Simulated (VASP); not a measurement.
# VASP 6.6.1 run: HgSe

INCAR

```
LWAVE = .FALSE.
NSW = 0
LDAUL = 2 -1
IBRION = -1
LMAXMIX = 4
NBANDS = 16
LDAUU = 4.0 0
PREC = Accurate
ENCUT = 520
ISMEAR = -1
LDAUTYPE = 2
LASPH = .TRUE.
ISIF = 2
GGA = PS
SIGMA = 0.02
LCHARG = .FALSE.
EDIFF = 1E-7
LDAU = .TRUE.
NELECT = 17.9
LREAL = .FALSE.
LDAUJ = 0 0
NELM = 82
```

KPOINTS

```
KPOINTS created by Atomic Simulation Environment
0
Gamma
8 8 8
0 0 0
```

POSCAR

```
Hg Se
 1.0000000000000000
    -0.0000000000000000    3.0926650950901058    3.0926650950901058
     3.0926650950901058    0.0000000000000000    3.0926650950901058
     3.0926650950901058    3.0926650950901058    0.0000000000000000
 Hg  Se
   1   1
Cartesian
  0.0000000000000000  0.0000000000000000 -0.0000000000000000
  1.5463325475450529  1.5463325475450529  1.5463325475450529
```

The recommended PBE PAW datasets give the neutral cell 18 valence electrons.

Command

```
mpirun -np 1 vasp_std
```

OSZICAR

```
N       E                     dE             d eps       ncg     rms          rms(c)
DAV:   1     0.109112634234E+03    0.10911E+03   -0.78885E+03   936   0.927E+02
DAV:   2    -0.124568791327E-01   -0.10913E+03   -0.10227E+03  1112   0.232E+02
DAV:   3    -0.422966207529E+01   -0.42172E+01   -0.42021E+01  1104   0.491E+01
DAV:   4    -0.424677928110E+01   -0.17117E-01   -0.17117E-01  1200   0.336E+00
DAV:   5    -0.424687085222E+01   -0.91571E-04   -0.91571E-04  1128   0.211E-01    0.885E+00
DAV:   6    -0.403136906217E+01    0.21550E+00   -0.45754E-01  1112   0.852E+00    0.596E+00
DAV:   7    -0.403365083956E+01   -0.22818E-02   -0.10127E-01  1064   0.222E+00    0.229E+00
DAV:   8    -0.403469204655E+01   -0.10412E-02   -0.15653E-02  1064   0.143E+00    0.221E-01
DAV:   9    -0.403468690756E+01    0.51390E-05   -0.95893E-04  1120   0.362E-01    0.699E-02
DAV:  10    -0.403472914767E+01   -0.42240E-04   -0.82591E-05  1152   0.840E-02    0.336E-02
DAV:  11    -0.403474023236E+01   -0.11085E-04   -0.33371E-05  1128   0.609E-02    0.136E-02
DAV:  12    -0.403473964075E+01    0.59161E-06   -0.32084E-06  1096   0.197E-02    0.508E-03
DAV:  13    -0.403473970129E+01   -0.60539E-07   -0.75734E-07  1104   0.593E-03
   1 F= -.40347397E+01 E0= -.40343707E+01  d E =-.738030E-03
```

Standard output (part)

```
POSCAR found type information on POSCAR HgSe
 POSCAR found :  2 types and       2 ions
 LDA part: xc-table for (Slater+PW92), standard interpolation
 POSCAR, INCAR and KPOINTS ok, starting setup
 WAVECAR not read
 entering main loop
 the old and the new charge density differ
    0.885E+00
```

From OUTCAR

```
k-points           NKPTS =     29   k-points in BZ     NKDIM =     29   number of bands    NBANDS=     16

   NELECT =      17.9000    total number of electrons

   dimension x,y,z NGX =    36 NGY =   36 NGZ =   36
   dimension x,y,z NGXF=    72 NGYF=   72 NGZF=   72

  energy-cutoff  :      520.00
  volume of cell :       59.16
      direct lattice vectors                 reciprocal lattice vectors
     0.000000000  3.092665095  3.092665095    -0.161672856  0.161672856  0.161672856
     3.092665095  0.000000000  3.092665095     0.161672856 -0.161672856  0.161672856
     3.092665095  3.092665095  0.000000000     0.161672856  0.161672856 -0.161672856

 k-points in reciprocal lattice and weights: KPOINTS created by Atomic Simulation Env
   0.00000000  0.00000000  0.00000000       0.002
   0.12500000  0.00000000  0.00000000       0.016
   0.25000000  0.00000000  0.00000000       0.016
   0.37500000  0.00000000  0.00000000       0.016
   0.50000000  0.00000000  0.00000000       0.008
   0.12500000  0.12500000  0.00000000       0.012
   0.25000000  0.12500000  0.00000000       0.047
   0.37500000  0.12500000  0.00000000       0.047
   ...

 E-fermi :   0.6370

 k-point     1 :       0.0000    0.0000    0.0000
  band No.  band energies     occupation
      1     -12.0397      2.00000
      2      -7.2513      2.00000
      3      -7.2513      2.00000
      4      -7.2513      2.00000
      5      -6.7160      2.00000
      6      -6.7160      2.00000
      7       0.1293      2.00000
      8       0.8435      0.00007
      9       0.8435      0.00007
     10       0.8435      0.00007
     11       6.7002      0.00000
     12       6.7002      0.00000
     13       6.7002      0.00000
     14       9.4287      0.00000
     15      12.0189      0.00000
     16      12.0189      0.00000

 k-point     2 :       0.1250    0.0000    0.0000
  band No.  band energies     occupation
      1     -11.9911      2.00000
      2      -7.2287      2.00000
      3      -7.2287      2.00000
      4      -7.1935      2.00000
      5      -6.7172      2.00000
      6      -6.7172      2.00000
      7      -0.8808      2.00000
      8       0.7137      0.04225
      9       0.7137      0.04225
     10       1.6070      0.00000
     11       6.3046      0.00000
     12       6.8960      0.00000
     13       6.8960      0.00000
     14      10.4214      0.00000
     15      11.2503      0.00000
     16      11.2503      0.00000

 k-point     3 :       0.2500    0.0000    0.0000
  band No.  band energies     occupation
      1     -11.8740      2.00000
      2      -7.1788      2.00000
      3      -7.1788      2.00000
      4      -6.9935      2.00000
      5      -6.7141      2.00000
      6      -6.7141      2.00000
      7      -2.2499      2.00000
      8       0.4237      1.99995
      9       0.4237      1.99995
     10       2.1493      0.00000
     11       6.4077      0.00000
     12       7.2299      0.00000
     13       7.2299      0.00000
     14      10.5506      0.00000
     15      10.9802      0.00000
     16      10.9802      0.00000

 ...

  Total       -1.3416080     -1.3416080     -1.3416080     -0.0000000      0.0000000      0.0000000
  in kB      -36.3335267    -36.3335267    -36.3335267     -0.0000000      0.0000000      0.0000000
  external PRESSURE =     -36.3335267 kB  Pullay stress =       0.0000000 kB

 POSITION                                       TOTAL-FORCE (eV/Angst)
 -----------------------------------------------------------------------------------
      0.00000      0.00000      0.00000         0.000000      0.000000      0.000000
      1.54633      1.54633      1.54633        -0.000000     -0.000000     -0.000000
 -----------------------------------------------------------------------------------
    total drift:                               -0.000000     -0.000000      0.000000

  FREE ENERGIE OF THE ION-ELECTRON SYSTEM (eV)
  ---------------------------------------------------
  free  energy   TOTEN  =        -4.0347397013 eV

  energy  without entropy=       -4.0340016712  energy(sigma->0) =       -4.03437069
```

It converged. Results: pressure -3.6 GPa.

The cell is charged and sits in a uniform background.

For comparison, a separate PBEsol run of the intended cell, on usual settings and not on those above, gives a gap of 0.00 eV on its mesh and a pressure of -1.0 GPa.

The run above took about 13 s on one core of a shared host (Intel Xeon 6975P-C) and held 0.2 GiB at most.
